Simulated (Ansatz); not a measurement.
The same path of a periodic cell of 15 atoms, Zn7O8 (host ZnO, host structure P6_3mc, one Zn atom removed) was run twice with different band settings. Lost on the way: O7–Zn10, Zn10–O11. Made: O4–Zn10, Zn10–O15.

Level of theory: Ansatz 0.2.0, DFT PBEsol, scalar-relativistic, plane waves, PAW. Settings: PAW set soft_1, cutoff 420 eV, k mesh 2x2x2, fermi-dirac smearing 0.05 eV, no spin polarisation.

Relaxed end points:

```xyz
15
Lattice="-3.2374 -5.6073 0.0000 4.8560 -2.8036 0.0000 0.0000 0.0000 5.2221" Properties=species:S:1:pos:R:3
Zn 1.607 -4.679 2.611
Zn -0.023 -3.752 0.038
O 1.623 -4.665 4.584
O 0.179 -3.619 1.934
Zn 0.008 -1.868 2.645
Zn 3.230 -3.729 0.022
O -0.001 -1.863 4.606
O 3.265 -3.749 2.007
Zn 3.242 -1.848 2.611
Zn 1.624 -0.899 0.038
O 3.238 -1.869 4.584
O 1.609 -1.140 1.934
Zn 1.649 -6.554 0.016
O -1.612 -4.671 4.770
O 1.432 -6.429 1.915
```

```xyz
15
Lattice="-3.2374 -5.6073 0.0000 4.8560 -2.8036 0.0000 0.0000 0.0000 5.2221" Properties=species:S:1:pos:R:3
Zn 1.628 -4.678 2.624
Zn -0.006 -3.735 0.025
O 1.593 -4.658 4.608
O 0.004 -3.740 1.985
Zn 0.025 -1.851 2.639
Zn 3.251 -3.727 -0.010
O -0.177 -1.985 4.534
O 3.234 -3.742 1.963
Zn 3.208 -1.852 2.616
Zn 1.615 0.904 -2.583
O 3.427 -1.978 4.516
O 1.613 -0.931 2.148
Zn 1.616 -6.559 -0.010
O -1.607 -4.462 4.534
O 1.620 -6.537 1.963
```

Common settings: climbing image yes; spring 5.0 eV/Å²; force threshold 0.05 eV/Å; end points relaxed.

| run | movable images | optimiser | start path | iteration limit | largest step |
| --- | --- | --- | --- | --- | --- |
| 1 | 5 | quadratic models (default) | straight line | 32 | default |
| 2 | 3 | fire | default | 50 | 1.0 Å |

What does each run give, and how far can it be trusted?

Run 1: converged after 11 iterations, highest image 1.135 eV above the first end. The profile has 2 maxima (images 1, 4) with wells between them (image 2): this band takes more than one step, which may be the mechanism or a detour left from its start path. By the program's own check the climbing image is a first-order saddle point (lowest curvatures found: -2.00 and 0.54 eV/Å²).
Run 2: not converged after 50 iterations, highest image 1.139 eV above the first end. The band didn't meet its force threshold, so its energies are provisional: the largest band force was still 0.20 eV/Å, and over the last iterations the top stayed at 1.14 eV.
Limits of this set-up: coarse k mesh, PAW files made for another functional.
